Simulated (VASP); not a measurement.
NiO:

```xyz
2
Lattice="0.0000 2.0859 2.0859 2.0859 0.0000 2.0859 2.0859 2.0859 0.0000" Properties=species:S:1:pos:R:3 pbc="T T T"
Ni    0.0000    0.0000    0.0000
O     2.0859    2.0859    2.0859
```

Base run:

- Program: VASP 6.6.1
- Functional: PBE
- Potentials or basis: VASP PAW PBE potentials, release 64 (Ni_sv_GW, O_GW)
- Cutoff: 600 eV
- k mesh: 11 × 11 × 11
- Occupations: fermi-dirac, width 0.05 eV
- Spin: collinear spin, ferromagnetic start
- Starting moments: [1.0, 0.0] μB

Its results: pressure 3.5 GPa; net moment 1.74 μB per cell; site moments Ni +1.44; O +0.27 μB.

**Question.** The run is repeated on the same cell with these changes: potentials or basis from VASP PAW PBE potentials, release 64 (Ni_sv_GW, O_GW) to VASP PAW PBE potentials, release 64 (Ni_GW, O_GW); cutoff from 600 eV to 550 eV; further incar settings from ALGO = Normal; EDIFF = 1e-06 to ALGO = Normal; EDIFF = 1e-06; NBANDS = 19; valence electrons from 24 to 16. What comes out?

**Answer.** Pressure 4.2 GPa; net moment 1.69 μB per cell; site moments Ni +1.38; O +0.26 μB.

Caveats: a cell with one magnetic atom can't hold antiferromagnetic order, which such compounds often take.
